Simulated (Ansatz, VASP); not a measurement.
# Two plane-wave programs on Ca

Contents of INCAR:

```
SYSTEM = Ca
ALGO = Fast ; EDIFF = 1E-7
ENCUT = 520 ; GGA = PE
ISIF = 2 ; ISMEAR = 0
LASPH = .TRUE. ; LCHARG = .FALSE.
LREAL = .FALSE. ; LWAVE = .FALSE.
NBANDS = 11 ; NELM = 100
PREC = Accurate ; SIGMA = 0.1
```

File KPOINTS:

```
k-points
0
G
  12 12 12
  0 0 0
```

The input POSCAR:

```
Ca
1.0
    3.5388232182      0.0000000000      0.0000000000
    0.0000000000      3.5388232182      0.0000000000
    0.0000000000      0.0000000000      3.5388232182
Ca
1
Direct
    0.0000000000      0.0000000000      0.0000000000
```

Input for Ansatz:

```yaml
crystal:
  lattice:
    - [3.5388232182, 0.0, 0.0]
    - [0.0, 3.5388232182, 0.0]
    - [0.0, 0.0, 3.5388232182]
  atoms:
    - { symbol: Ca, position: [0.0, 0.0, 0.0] }
basis:
  ecutwfc: 420
kpoints:
  mp_grid: { grid: [12, 12, 12] }
hamiltonian:
  xc: pbe
scf:
  occupations: { method: gaussian, width: 0.1 }
output:
  forces: true
  stress: true
  eigenvalues: true
  populations: true
```

Alike in both runs: task single point; functional PBE; k mesh 12 × 12 × 12; occupations gaussian, width 0.1 eV; no spin polarisation.

|  | VASP | Ansatz |
| --- | --- | --- |
| version | VASP 6.6.1 | Ansatz 0.2.0 |
| potentials or method | VASP PAW PBE potentials, release 64 (Ca_sv) | scalar-relativistic, plane waves, PAW |
| plane-wave cutoff (eV) | 520 | 420 |
| valence electrons in the cell | 10 | 10 |

|  | VASP | Ansatz | Ansatz less VASP |
| --- | --- | --- | --- |
| gap on the k mesh at the Fermi level (eV) | none | none | - |
| pressure (GPa) | -0.2 | -0.2 | -0.01 |

A gap of «none» marks a metal or a gap that the smearing closes.
